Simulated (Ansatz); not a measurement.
## How TiAl3 stores the work of compression

All numbers below come from Ansatz, DFT PBE, scalar-relativistic, plane waves, PAW. Settings: 420 eV cutoff, 16×16×16 k-mesh, Gaussian smearing of 0.10 eV, no spin polarisation.

The relaxed crystal:

```
CELL_PARAMETERS angstrom
-1.92267 1.92267 4.31140
1.92267 -1.92267 4.31140
1.92267 1.92267 -4.31140
ATOMIC_POSITIONS crystal
Ti 0.00000 0.00000 0.00000
Al 0.50000 0.50000 0.00000
Al 0.75000 0.25000 0.50000
Al 0.25000 0.75000 0.50000
```

Cell and atoms were relaxed at each target pressure within the start's symmetry (I4/mmm), at zero temperature; other phases can be more stable under pressure. H = E + PV with P the target; E is the free energy at the smearing used, whose derivative the pressure is, per atom and counted from zero pressure. The mesh named is that at zero pressure; some other pressures ran on another.

```csv
P (GPa),V (Å³/atom),E − E0 (meV),H − H0 (meV)
0,15.938,0.0,0.0
1,15.791,0.4,99.0
4,15.385,6.7,390.8
12,14.507,49.5,1136.0
25,13.464,167.6,2268.5
50,12.117,474.9,4256.3
90,10.763,1052.8,7098.8
```

Question: Thermodynamics gives dH/dP = V along a relaxed path. Integrate V over P by the trapezoid rule and compare with the computed enthalpies.

Answer: With 1 eV/Å³ = 160.22 GPa, each step adds the mean volume times ΔP / 160.22:
| P (GPa) | ∫V dP (meV) | H − H0 (meV) | difference (meV) |
| --- | --- | --- | --- |
| 1 | 99.0 | 99.0 | 0.0 |
| 4 | 390.9 | 390.8 | 0.1 |
| 12 | 1137.2 | 1136.0 | 1.2 |
| 25 | 2272.0 | 2268.5 | 3.5 |
| 50 | 4267.8 | 4256.3 | 11.5 |
| 90 | 7123.9 | 7098.8 | 25.1 |

V(P) curves upward, so the trapezoid rule runs high; integrating a smooth curve through the same points (P as a polynomial of degree 4 in ln V) puts that excess at about 24.8 meV at 90 GPa, against the 25.1 meV found.

Question: At 90 GPa, how much of the enthalpy change is stored energy and how much is the PV term?

Answer: E rises by 1053 meV/atom and PV is 90 × 10.763 / 160.22 = 6046 meV/atom, so PV makes 85 % of ΔH. So between rival structures at high pressure a small difference in volume can outweigh the difference in energy: 1 % of this volume is worth 60.5 meV/atom at this pressure.

Question: What bulk modulus do the lowest pressures give?

Answer: From the pressures that the runs reached, -1.02 GPa (16.093 Å³) and 0.98 GPa (15.791 Å³), B = −ΔP/Δln V = 2.00 / 0.0189 = 106 GPa, a mean over that range.

TiAl3 stiffens steadily under compression: each successive pressure interval removes a smaller fraction of the volume per GPa, so the mean bulk modulus of 106 GPa describes only the soft end of the curve. The stored energy starts from a minimum and therefore grows roughly as the square of a small compression, whereas the PV term is linear in pressure from the outset. This is why the internal energy contributes almost nothing to the enthalpy at 1 GPa but 1052.8 of 7098.8 meV/atom at 90 GPa.

Microscopically, squeezing the valence electrons into less space raises their kinetic energy, and Pauli repulsion between the ion cores and the surrounding charge steepens the rise. Stronger Ti 3d–Al 3p hybridisation probably offsets part of this cost, though total energies alone cannot separate the contributions. The close match between integrated volumes and enthalpies shows that energies and pressures are mutually consistent, not that the functional gives the right equation of state.
